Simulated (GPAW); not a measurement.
Here is a GPAW 26.7.0 calculation.

Contents of run.py:

```python
from ase import Atoms
from ase.dft.bandgap import bandgap
from ase.io import write
from ase.units import GPa
from gpaw import GPAW, PW

atoms = Atoms(['Cs', 'I', 'I', 'I', 'Sn'],
              cell=[[6.2057, 0.0, 0.0],
                    [0.0, 6.2057, 0.0],
                    [0.0, 0.0, 6.2057]],
              scaled_positions=[[0.0, 0.0, 0.0],
                                [0.5, 0.5, 0.0],
                                [0.5, 0.0, 0.5],
                                [0.0, 0.5, 0.5],
                                [0.5, 0.5, 0.5]],
              pbc=True)

calc = GPAW(mode=PW(450),
            xc='LDA',
            kpts={'size': (4, 4, 4), 'gamma': True},
            occupations={'name': 'fermi-dirac', 'width': 0.05},
            nbands=37,
            maxiter=120,
            txt='gpaw.txt')
atoms.calc = calc
energy = atoms.get_potential_energy()
forces = atoms.get_forces()
stress = atoms.get_stress()
calc.write('gs.gpw')
write('result.traj', atoms)
print(f'Energy: {energy:.6f} eV')
print('Forces (eV/A):')
print(forces.round(4))
print('Stress (GPa):', (stress / GPa).round(3))
print('Fermi level:', round(calc.get_fermi_level(), 4), 'eV')
print(f'Gap: {bandgap(calc)[0]:.4f} eV, direct: {bandgap(calc, direct=True)[0]:.4f} eV')
```

Potentials or basis: the program's PAW data sets (release 1.2.1) made for this functional, pw.

Run with:

```console
$ OMP_NUM_THREADS=1 python run.py
```

Task: What does it give for the band gap on the k mesh?

Result: 0.27 eV, direct.

Task: What does it give for the pressure?

Result: -1.5 GPa.

Caveat: the cutoff is short for stress and forces, so pressures can be off by a GPa or more; spin-orbit coupling is left out, which moves the levels of the heavy elements; the cell was measured hot, at 500 K. A k mesh can miss the band edges.
